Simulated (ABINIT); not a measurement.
**RbBr (Fm-3m): G0W0 in ABINIT against the exchange cutoff**

How does the gap of RbBr (Fm-3m) converge in the exchange cutoff?

Method: PBE and many-body steps on it, plane waves, in ABINIT 10.8.3.

Report form: the programs' logs are mostly left out.

The database entry behind the starting cell differs from later determinations by our own check (about 0.5 % short), so it need not match the best structure at ambient conditions.

### 1. Starting point

The structure is cubic, space group Fm-3m (No. 225). Conventional cell: a = 6.854 Å, b = 6.854 Å, c = 6.854 Å, α = 90.00°, β = 90.00°, γ = 90.00°. Nearest to Rb lie 6 Br at 3.43 Å. Nearest to Br lie 6 Rb at 3.43 Å. Farther neighbours and most contacts between anions are not listed.

The cell and positions come from the Crystallography Open Database and are kept as given unless a step says otherwise.

### 2. Screening, 4×4×4 mesh, 41 bands, screening to 106.1 eV

This step: ABINIT 10.8.3; RPA screening on PBE, plane waves, norm-conserving pseudopotentials.

The RPA dielectric matrix is built and inverted for each q.

File run.abi:

```
acell 3*1.0 Angstrom
rprim 
  0.000000000000 3.427000000000 3.427000000000
  3.427000000000 0.000000000000 3.427000000000
  3.427000000000 3.427000000000 -0.000000000000
ntypat 2
znucl 37 35
natom 2
typat 1 2
xred 
  0.000000000000 0.000000000000 0.000000000000
  0.500000000000 0.500000000000 0.500000000000
pp_dirpath "pseudos"
pseudos "Rb.upf, Br.upf"
ecut 19
ngkpt 4 4 4
nshiftk 1
shiftk 0 0 0
kptopt 1
chksymbreak 0
istwfk *1
occopt 1
irdwfk 1
optdriver 3
nband 41
ecuteps 3.9
inclvkb 2
awtr 1
symchi 1
indata_prefix "in"
outdata_prefix "out"
tmpdata_prefix "tmp"
```

Run with:

```
OMP_NUM_THREADS=1 mpirun -n 4 abinit run.abi > log
```

Run time: 12 s. Hardware: 4 MPI ranks of Arm Neoverse N1, shared host; peak memory 0.44 GiB; 48 s of CPU time.

Numbers from this step:

```
ε∞ with local fields, on this mesh, along the program's q direction : 2.362
the same without local fields                                       : 2.837
plasma frequency                                                    : 16.56 eV
plane waves in the screening matrix                                 : 181
```

Local fields lower ε∞ by 17 %.

### 3. 1.9 Ha

This step: G0W0 on PBE, plane waves, norm-conserving pseudopotentials.

run.abi, as its differences from that of step 2:

```diff
@@ -23,8 +23,15 @@
 irdwfk 1
-optdriver 3
+optdriver 4
 nband 41
+gwcalctyp 0
+ecutsigx 1.9
+symsigma 1
+nkptgw 1
+kptgw 
+  0.0000000000 0.0000000000 0.0000000000
+bdgw 
+  6 12
 ecuteps 3.9
-inclvkb 2
-awtr 1
-symchi 1
+irdscr 1
+ppmodel 1
 indata_prefix "in"
```

Wall time 3.7 s (4 MPI ranks); peak memory 0.34 GiB.

Numbers from this step:

| Item | Value |
| --- | --- |
| G0W0 gap on the points computed | 6.081 eV |
| starting gap on the mesh | 4.364 eV |
| k of the valence top | 0, 0, 0 |
| k of the conduction bottom | 0, 0, 0 |
| Z at the valence top | 0.825 |
| Z at the conduction bottom | 0.873 |
| least direct G0W0 gap on the computed points | 6.081 eV |

### 4. 3.8 Ha

run.abi, as its differences from that of step 3:

```diff
@@ -26,3 +26,3 @@
 gwcalctyp 0
-ecutsigx 1.9
+ecutsigx 3.8
 symsigma 1
```

Run time: 5.1 s. Hardware: 4 MPI ranks; peak memory 0.34 GiB; 20 s of CPU time.

This step gave:

| Item | Value |
| --- | --- |
| G0W0 gap on the points computed | 6.435 eV |
| starting gap on the mesh | 4.364 eV |
| k of the valence top | 0, 0, 0 |
| k of the conduction bottom | 0, 0, 0 |
| Z at the valence top | 0.82 |
| Z at the conduction bottom | 0.872 |
| least direct G0W0 gap on the computed points | 6.435 eV |

### 5. 7.6 Ha

The self-energy is evaluated for the states that the input lists, and the levels follow from it, in one-shot runs by the linearised quasiparticle equation.

run.abi, as its differences from that of step 4:

```diff
@@ -26,3 +26,3 @@
 gwcalctyp 0
-ecutsigx 3.8
+ecutsigx 7.6
 symsigma 1
```

Elapsed: 5.2 s, on 4 MPI ranks; peak memory 0.35 GiB.

This step gave:

- G0W0 gap on the points computed: 6.494 eV
- starting gap on the mesh: 4.364 eV
- k of the valence top: 0, 0, 0
- k of the conduction bottom: 0, 0, 0
- least direct G0W0 gap on the computed points: 6.494 eV

The gap on the mesh goes from 4.36 eV to 6.49 eV, a correction of +2.13 eV.

### 6. 13.3 Ha

run.abi, as its differences from that of step 5:

```diff
@@ -26,3 +26,3 @@
 gwcalctyp 0
-ecutsigx 7.6
+ecutsigx 13.3
 symsigma 1
```

Elapsed: 5.3 s, on 4 MPI ranks; peak memory 0.34 GiB; 21 s of CPU time.

Numbers from this step:

```yaml
g0w0_gap_on_the_points_computed: 6.492 eV
starting_gap_on_the_mesh: 4.364 eV
k_of_the_valence_top: 0, 0, 0
k_of_the_conduction_bottom: 0, 0, 0
least_direct_g0w0_gap_on_the_computed_points: 6.492 eV
```

Against the run before, the gap moves by −0.002 eV.

### 7. 19 Ha

run.abi, as its differences from that of step 6:

```diff
@@ -26,3 +26,3 @@
 gwcalctyp 0
-ecutsigx 13.3
+ecutsigx 19
 symsigma 1
```

It took 5.3 s on 4 MPI ranks; peak memory 0.34 GiB; 21 s of CPU time.

This step gave:

| Property | Result |
| --- | --- |
| G0W0 gap on the points computed | 6.492 eV |
| starting gap on the mesh | 4.364 eV |
| k of the valence top | 0, 0, 0 |
| k of the conduction bottom | 0, 0, 0 |
| least direct G0W0 gap on the computed points | 6.492 eV |

Against the run before, the gap moves by +0.000 eV.

### 8. The runs together

Times are wall times on 4 MPI ranks of Arm Neoverse N1, shared host, good to a factor of about two. A run's time includes the screening step that it read.

```csv
run,mesh,bands,screening cutoff (eV),DFT gap (eV),gap on the mesh (eV),direct (eV),ε∞ used,time
1.9 Ha,4×4×4,41,106.1,4.364,6.081,6.081,2.36,16 s
3.8 Ha,4×4×4,41,106.1,4.364,6.435,6.435,2.36,17 s
7.6 Ha,4×4×4,41,106.1,4.364,6.494,6.494,2.36,17 s
13.3 Ha,4×4×4,41,106.1,4.364,6.492,6.492,2.36,18 s
19 Ha,4×4×4,41,106.1,4.364,6.492,6.492,2.36,17 s
```

### 9. Summary of results

```json
{
  "1.9 Ha": "6.081 eV",
  "3.8 Ha": "6.435 eV",
  "7.6 Ha": "6.494 eV",
  "13.3 Ha": "6.492 eV",
  "19 Ha": "6.492 eV",
  "known limits": "not at the basis limit; no spin-orbit coupling"
}
```

In words: The setting moved: exchange cutoff. From 1.9 Ha to 19 Ha the gap moves by +0.41 eV. It holds to 0.03 eV from 7.6 Ha on. Bands and screening cutoff are coupled, so a series along one setting does not show full convergence. Below the screening cutoff the correlation part is cut too. Bands and cutoff are finite, so the gap is not at the basis limit. The miss can reach some tenths of an eV and take either sign; the mesh is an error of its own. In the G0W0 runs levels were corrected at 1 k point alone, so a gap called «on the mesh» is the least over those, and an edge elsewhere would be missed. The many-body steps are scalar-relativistic: spin-orbit coupling is not in them.

[Paths, hosts, dates, memory and timing lines, banners, echoed tables and standing remarks are left out of the program output.]

[Logs are printed without paths, hosts, clocks, repeated set-up lines and the standing remarks that a program may print on its own settings, such as how far it seeks lower states.]

[Runs of the session that timed out or met a known fault of the program may be left out.]

[Hosts, paths, dates, database ids (printed as entryN), source tags and the programs' standing remarks are cut or masked in the printed files.]

[G0W0 gaps are taken among the corrected bands and points alone; a level outside them can change the order at an edge.]

[Where Ansatz stands beside ABINIT at settings called matched, ABINIT's density can come from a denser mesh and the files from another edition; pairs whose starting gaps differed by over 0.03 eV were left out, so agreement reads better than it is.]
